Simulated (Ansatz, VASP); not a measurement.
**Two plane-wave programs on Ba**

File INCAR:

```
ALGO = Normal ; EDIFF = 1E-6
ENCUT = 520 ; GGA = RE
ISIF = 2 ; ISMEAR = -1
LASPH = T ; LCHARG = F
LREAL = F ; LWAVE = F
NBANDS = 11 ; NELM = 80
PREC = Accurate ; SIGMA = 0.1
```

Contents of KPOINTS:

```
k-points
0
Gamma
  9 9 9
```

File POSCAR:

```
Ba
1.0
    3.8754319453      0.0000000000      0.0000000000
    0.0000000000      3.8754319453      0.0000000000
    0.0000000000      0.0000000000      3.8754319453
Ba
1
Direct
    0.0000000000      0.0000000000      0.0000000000
```

Input for Ansatz:

```yaml
crystal:
  lattice:
    - [3.8754319453, 0.0, 0.0]
    - [0.0, 3.8754319453, 0.0]
    - [0.0, 0.0, 3.8754319453]
  atoms:
    - { symbol: Ba, position: [0.0, 0.0, 0.0] }
hamiltonian:
  xc: revpbe
  pseudopotentials:
    kind: paw
    azcp:
      Ba: "pseudopotentials/Ba.paw.azcp"
basis:
  ecutwfc: 420
  fft_grid_basis: typed
kpoints:
  mp_grid: { grid: [9, 9, 9], shift: [0, 0, 0] }
magnetization:
  spin_polarized: false
scf:
  occupations: { method: fermi_dirac, width: 0.1 }
  lower_state_search: "off"
output:
  stress: true
  write_density: true
  write_potential: true
  elf: true
  volumetric_format: npy
```

Alike in both runs: task single point; functional revPBE; k mesh 9 × 9 × 9; occupations fermi-dirac, width 0.1 eV; no spin polarisation.

|  | VASP | Ansatz |
| --- | --- | --- |
| version | VASP 6.6.1 | Ansatz 0.2.0 |
| potentials or method | VASP PAW PBE potentials, release 64 (Ba_sv) | plane waves (420 eV) with PAW, scalar-relativistic |
| plane-wave cutoff (eV) | 520 | 420 |
| valence electrons in the cell | 10 | 10 |

```tsv
	VASP	Ansatz	Ansatz less VASP
pressure (GPa)	1.2	1.0	-0.17
```

Caveats: the PAW data sets were made with another functional, which shifts forces and pressure a little (VASP).
